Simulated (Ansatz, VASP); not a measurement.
## Cd2S in VASP and in Ansatz

```
Cd S
1.0
     3.96267    0.00000    0.00000
    -1.98134    3.43177    0.00000
     0.00000    0.00000    5.80919
Cd S
2 1
Direct
  0.32600 0.65881 0.93410
  0.68459 0.35091 0.57211
  0.31890 0.65703 0.35867
```

Change from the starting cell: atoms moved at random, drawn with an rms of 0.05 Å.

Alike in both runs: task single point; functional PBE; k mesh 8 × 8 × 5; occupations fermi-dirac, width 0.05 eV; no spin polarisation.

|  | VASP | Ansatz |
| --- | --- | --- |
| version | VASP 6.6.1 | Ansatz 0.2.0 |
| potentials or method | VASP PAW PBE potentials, release 64 (Cd, S) | Ansatz PAW |
| plane-wave cutoff (eV) | 520 | 420 |
| valence electrons in the cell | 30 | 46 |

```csv
,VASP,Ansatz,Ansatz less VASP
gap on the k mesh at the Fermi level (eV),0.14,0.14,0.000
least direct gap on the mesh (eV),0.47,0.47,0.000
pressure (GPa),0.6,0.3,-0.27
largest component of the traceless stress (GPa),1.20,1.12,-0.083
rms of the force components (eV/Å),0.259,0.248,-0.0107
```

Atom by atom the forces differ by 0.015 eV/Å (rms over components). The two sets of potentials don't hold the same shells in valence.

Caveats: an odd mesh through Γ misses points on the zone boundary, where band edges often lie (VASP); odd divisions of the mesh miss points on the zone boundary, where band edges often lie, so the gap on the mesh can be too wide (Ansatz).
